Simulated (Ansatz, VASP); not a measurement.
Given: the input of a run of Ansatz 0.2.0 on Tc.

Contents of input.yaml:

```yaml
crystal:
  lattice:
    - [0.0, 1.95, 1.95]
    - [1.95, 0.0, 1.95]
    - [1.95, 1.95, 0.0]
  atoms:
    - { symbol: Tc, position: [0.0, 0.0, 0.0] }
kpoints:
  mp_grid: { grid: [12, 12, 12] }
scf:
  occupations: { method: fermi_dirac, width: 0.05 }
hamiltonian:
  xc: pbesol
  pseudopotentials: { kind: all_electron, lapw: { basis_error: 0.001 } }
output:
  forces: true
  stress: true
relax:
  f_tol: 0.01
  max_steps: 60
  cell: {}
```

Potentials or basis: all-electron LAPW, scalar-relativistic.

Command:

```console
$ ansatz run input.yaml --threads 1 --pin off --max-ram 3072MiB --backend cpu --events-out ev --progress --plain --runs-dir out
```

Problem. Translate it to VASP 6.6.1. Potentials there: VASP PAW PBE potentials, release 64 (Tc_pv).

Solution. As run (the cutoff follows the program's own potentials):

File INCAR:

```
ALGO = Normal
EDIFF = 1E-6
EDIFFG = -0.01
ENCUT = 600
GGA = PS
IBRION = 2
ISIF = 3
ISMEAR = -1
LASPH = True
LCHARG = False
LREAL = False
LWAVE = False
NELM = 100
NSW = 80
PREC = Accurate
SIGMA = 0.05
```

KPOINTS

```
k-points
0
Gamma
  12 12 12
```

File POSCAR:

```
Tc
1.0
    0.0000000000      1.9500000000      1.9500000000
    1.9500000000      0.0000000000      1.9500000000
    1.9500000000      1.9500000000      0.0000000000
Tc
1
Direct
    0.0000000000      0.0000000000      0.0000000000
```

Potentials or basis: VASP PAW PBE potentials, release 64 (Tc_pv).

The run is started by

```console
$ cat potpaw_PBE.64/Tc_pv/POTCAR > POTCAR
$ mpirun -np 1 vasp_std > vasp.out
```

Both were run:

|  | VASP | Ansatz | Ansatz less VASP |
| --- | --- | --- | --- |
| relaxed volume (Å³/atom) | 14.04 | 14.07 | +0.029 |
| relaxed cell length with the largest relative difference (Å) | 2.708 | 2.710 | +0.0019 |
| energy change over the relaxation (meV/atom) | -40 | -38 | +2.6 |

Ansatz ran all-electron here, so the differences hold the error of VASP's frozen core and of both bases.

Caveats: the PAW data sets were made with another functional, which shifts forces and pressure a little (VASP).
